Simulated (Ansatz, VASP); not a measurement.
# One calculation of Ti, two programs

Contents of INCAR:

```
ALGO = Fast
EDIFF = 1E-6
ENCUT = 520
GGA = CA
ISIF = 2
ISMEAR = 0
LASPH = True
LCHARG = True
LELF = True
LREAL = False
LVHAR = True
LWAVE = False
NBANDS = 12
NELM = 80
PREC = Accurate
SIGMA = 0.1
```

The input KPOINTS:

```
k-points
0
Gamma
  18 18 18
```

File POSCAR:

```
Ti
1.0
   -1.6277527636      1.6277527636      1.6277527636
    1.6277527636     -1.6277527636      1.6277527636
    1.6277527636      1.6277527636     -1.6277527636
Ti
1
Direct
    0.0000000000      0.0000000000      0.0000000000
```

Input for Ansatz:

```yaml
crystal:
  lattice:
    - [-1.6277527636, 1.6277527636, 1.6277527636]
    - [1.6277527636, -1.6277527636, 1.6277527636]
    - [1.6277527636, 1.6277527636, -1.6277527636]
  atoms:
    - { symbol: Ti, position: [0.0, 0.0, 0.0] }
basis:
  ecutwfc: 420
kpoints:
  mp_grid: { grid: [18, 18, 18] }
  band_path:
    path:
      - [[0.0, 0.0, 0.0], [0.5, -0.5, 0.5], [0.0, 0.0, 0.5], [0.0, 0.0, 0.0], [0.25, 0.25, 0.25], [0.5, -0.5, 0.5]]
      - [[0.25, 0.25, 0.25], [0.0, 0.0, 0.5]]
    npoints: 14
hamiltonian:
  xc: lda
scf:
  occupations: { method: gaussian, width: 0.1 }
  n_extra_bands: 6
output:
  forces: true
  stress: true
  eigenvalues: true
  populations: true
  dos: { projected: true, de: 0.02, nscf_kmesh: { grid: [27, 27, 27] } }
  bader: true
  write_density: true
  write_potential: true
  elf: true
  volumetric_format: npy
```

Alike in both runs: task single point; functional LDA; k mesh 18 × 18 × 18; occupations gaussian, width 0.1 eV; no spin polarisation.

```csv
,VASP,Ansatz
version,VASP 6.6.1,Ansatz 0.2.0
potentials or method,"VASP PAW LDA potentials, release 64 (Ti_sv)","scalar-relativistic, plane waves, PAW"
plane-wave cutoff (eV),520,420
valence electrons in the cell,12,12
```

```csv
,VASP,Ansatz,Ansatz less VASP
gap on the k mesh at the Fermi level (eV),none,none,-
pressure (GPa),-8.9,-8.8,+0.11
```

A gap of «none» marks a metal or a gap that the smearing closes.
